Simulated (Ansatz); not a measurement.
## TePt under changes of volume

One of the cells (22.651 Å³/atom); the others are scaled copies at fixed shape and fractional positions:

```
Pt Te
1.0
     1.98157    1.14406    6.66103
    -1.98157    1.14406    6.66103
     0.00000   -2.28812    6.66103
Pt Te
2 2
Direct
  0.12967 0.12967 0.12967
  0.87033 0.87033 0.87033
  0.40200 0.40200 0.40200
  0.59800 0.59800 0.59800
```

| Item | Value |
| --- | --- |
| Program | Ansatz 0.2.0 |
| Functional | r2SCAN |
| Potentials or basis | Ansatz PAW |
| Cutoff | 500 eV (not typed: the program's choice for these potentials) |
| k mesh | 8 × 8 × 8 |
| Occupations | fermi-dirac, width 0.05 eV |
| Spin | no spin polarisation |

| volume (Å³/atom) | energy over the lowest point (meV/atom) | pressure (GPa) | largest force (eV/Å) |
| --- | --- | --- | --- |
| 21.292 | 65.39 | 12.6 | 0.985 |
| 21.745 | ? | ? | ? |
| 22.198 | 15.04 | 5.6 | 0.383 |
| 22.651 | 3.62 | 2.6 | 0.121 |
| 23.104 | 0.00 | 0.0 | 0.117 |
| 23.557 | 3.30 | -2.3 | 0.334 |
| 24.010 | 12.72 | -4.3 | 0.531 |

Q: What does the run at 21.745 Å³/atom give?

A: Energy over the lowest point 35.25 meV/atom; pressure 8.9 GPa; largest force 0.670 eV/Å.

Worked out: A Birch-Murnaghan fit of order 3 (a polynomial in V^(-2/3)) to the other rows has its minimum at 23.11 Å³/atom with B0 = V·E''(V) = 125 GPa and B' = 5.1 at fixed shape and positions, which overstates the stiffness. It gives 35.25 meV/atom at 21.745 Å³/atom, against the run's 35.25, and -dE/dV = 8.8 GPa, against 8.9.

Energies are extrapolated to zero smearing.

Caveats: the PAW data sets come from PBE, with cores solved anew for the run's functional, which leaves a small shift of forces and pressure.
